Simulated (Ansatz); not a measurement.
**Zone-centre phonons of SiNi at 8 GPa: input and output**

Method: DFT PBE, scalar-relativistic, plane waves, PAW in Ansatz 0.2.0.

Launched with:
```bash
ansatz run input.yaml --threads 2 --pin off --max-ram 7168MiB --backend cpu --events-out ev --progress --plain --runs-dir out
```

Input (bare energies are in eV):
```yaml
crystal:
  lattice:
    - [2.9385103467, 0.0, 0.0]
    - [0.0, 3.264568163, 0.0]
    - [0.0, 0.0, 4.675872239]
  atoms:
    - { symbol: Si, position: [0.5, 0.5, 0.8441084403] }
    - { symbol: Si, position: [0.0, 0.0, 0.1558915597] }
    - { symbol: Ni, position: [0.5, 0.5, 0.3434778267] }
    - { symbol: Ni, position: [0.0, 0.0, 0.6565221733] }
basis:
  ecutwfc: 420
kpoints:
  mp_grid: { grid: [14, 12, 10] }
hamiltonian:
  xc: pbe
scf:
  occupations: { method: fermi_dirac, width: 0.15 }
output:
  eigenvalues: true
phonons:
  method: dfpt
  eigenvectors: true
```

Results section of the output:
```
--- Phonons (Γ-DFPT): 6 representative perturbations + reference, on 336 of 1680 k-points (Σ response iterations 20) ---
  k mesh reduced under 4 symmetry operations, with k and −k counted as one. Each operation leaves every solved displacement unchanged or reverses it
  ASR residual: 1.038e-3 → 0.000e0 eV/Å²; symmetrization residual: 3.881e-6 eV/Å²
  ASR residual per site (eV/Å²): 1.29e-5 1.29e-5 1.04e-3 1.04e-3
  Γ frequencies (cm⁻¹): 0.00 0.00 0.00 184.33 202.18 258.19 258.77 285.19 291.90 346.76 388.06 422.45
  non-analytic LO–TO correction: not included (Born effective charges unavailable; polar crystals: no LO–TO splitting at Γ)
```

Time: 2.2 min on 2 threads of Arm Neoverse V1 (shared host), peak memory 1.6 GiB.

In a metal, frequencies and elastic constants depend on the k mesh and the smearing, soft modes and shear constants most. Spin polarisation was left out, and a magnetic state may lie lower. Other phases may be more stable at this pressure.

This form isn't the usual stable structure of the compound at low pressure.